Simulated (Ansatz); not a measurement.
**Li2Se: energy and pressure over a range of volumes**

The task here is to estimate one member of a computed series from the others.

Method: DFT LDA, scalar-relativistic, in Ansatz 0.2.0.

### The system as given

It takes space group Fm-3m (No. 225, cubic). The conventional cell has a = 6.005 Å, b = 6.005 Å, c = 6.005 Å, α = 90.00°, β = 90.00°, γ = 90.00°. Li (site symmetry -43m) is surrounded by 4 Se at 2.60 Å. Around Se (site symmetry m-3m) lie 8 Li at 2.60 Å.

Coordinates:

```xyz
3
Lattice="0.0000 3.0025 3.0025 3.0025 0.0000 3.0025 3.0025 3.0025 0.0000" Properties=species:S:1:pos:R:3 pbc="T T T"
Li    1.5012    1.5012    1.5012
Li    4.5038    4.5038    4.5038
Se    0.0000    0.0000    0.0000
```

Structure: COD 1011373, as refined from experiment and not relaxed.

Atoms are numbered in the order of the input: Li1, Li2, Se3.

Set-up of the first run:

Input file input.yaml:

```yaml
crystal:
  lattice:
    - [0.0, 2.9412072914, 2.9412072914]
    - [2.9412072914, 0.0, 2.9412072914]
    - [2.9412072914, 2.9412072914, 0.0]
  atoms:
    - { symbol: Li, position: [0.25, 0.25, 0.25] }
    - { symbol: Li, position: [0.75, 0.75, 0.75] }
    - { symbol: Se, position: [0.0, 0.0, 0.0] }
kpoints:
  mp_grid: { grid: [9, 9, 9] }
  band_path:
    path:
      - [0.0, 0.0, 0.0]
      - [0.5, 0.0, 0.5]
      - [0.625, 0.25, 0.625]
      - [0.375, 0.375, 0.75]
      - [0.0, 0.0, 0.0]
      - [0.5, 0.5, 0.5]
      - [0.5, 0.25, 0.75]
      - [0.5, 0.0, 0.5]
    npoints: 5
scf:
  occupations: { method: fermi_dirac, width: 0.03 }
hamiltonian:
  xc: lda
  pseudopotentials: { kind: all_electron, lapw: { basis_error: 0.001 } }
output:
  forces: true
  stress: true
  eigenvalues: true
```

Command:

```bash
ansatz run input.yaml --threads 1 --pin off --max-ram 4096MiB --backend cpu --events-out ev --progress --plain --runs-dir out
```

Among the steps run: Volume × 0.94, LAPW; Volume × 0.94, PAW; Volume × 0.94, crystal datasets; Volume × 0.98, LAPW; Volume × 0.98, PAW; Volume × 0.98, crystal datasets; Volume × 1.01, LAPW; Volume × 1.01, PAW; Volume × 1.01, crystal datasets; Volume × 1.04, LAPW; Volume × 1.04, PAW; Volume × 1.04, crystal datasets.

One of the session's tables, all rows but one given; the rest of the session is left out.

```
          method  volume (Å³/atom)  pressure (GPa)  gap on the k mesh (eV)
            LAPW            16.962               ?                       ?
            LAPW            17.684           -1.99                    2.88
            LAPW            18.045           -2.58                    2.89
            LAPW            18.225           -2.85                    2.90
            LAPW            18.767           -3.59                    2.92
             PAW            16.962           -0.63                    2.85
             PAW            17.684           -2.01                    2.88
             PAW            18.045           -2.60                    2.89
             PAW            18.225           -2.87                    2.90
             PAW            18.767           -3.61                    2.92
crystal datasets            16.962           -0.61                    2.85
crystal datasets            17.684           -1.99                    2.88
crystal datasets            18.045           -2.58                    2.89
crystal datasets            18.225           -2.85                    2.90
crystal datasets            18.767           -3.59                    2.92
```

Estimate the missing values for LAPW, 16.962.

As computed: pressure (GPa): -0.60; gap on the k mesh (eV): 2.85. In the column «pressure (GPa)» it is the highest.

Caveats from the session: Warnings in the runs' records: crystal datasets made.
